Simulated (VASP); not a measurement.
Crystal: InPd.

```
In Pd
1.0
     3.27188    0.00000    0.00000
     0.00000    3.27188    0.00000
     0.00000    0.00000    3.27188
In Pd
1 1
Direct
  0.00000 0.00000 0.00000
  0.50000 0.50000 0.50000
```

The cell comes from a database or a generator and needn't be the stable form of this composition.

- Program: VASP 6.6.1
- Task: relaxation of cell and atoms
- Functional: PBE
- Potentials or basis: VASP PAW PBE potentials, release 64 (In_d, Pd)
- Cutoff: 600 eV
- k mesh: 8 × 8 × 8
- Occupations: fermi-dirac, width 0.05 eV
- Spin: no spin polarisation

At the start: pressure 3.7 GPa; volume 17.51 Å³/atom.

**Question.** How do energy, volume and symmetry change on relaxing?

**Answer.** Over 3 steps the energy falls by 5.9 meV/atom and the volume is 18.04 Å³/atom (+3.0 %); space group Pm-3m (No. 221, to 0.05 Å).

The path:
```
step  energy change (eV)  largest force (eV/Å)  pressure (GPa)  volume (Å³)
   1              0.0000                0.0000            3.70        35.03
   2             -0.0016                0.0000           -3.02        37.12
   3             -0.0117                0.0000            0.00        36.08
```

Final structure:
```xyz
2
Lattice="3.3043 0.0000 0.0000 0.0000 3.3043 0.0000 0.0000 0.0000 3.3043" Properties=species:S:1:pos:R:3 pbc="T T T"
In    0.0000    0.0000    0.0000
Pd    1.6522    1.6522    1.6522
```
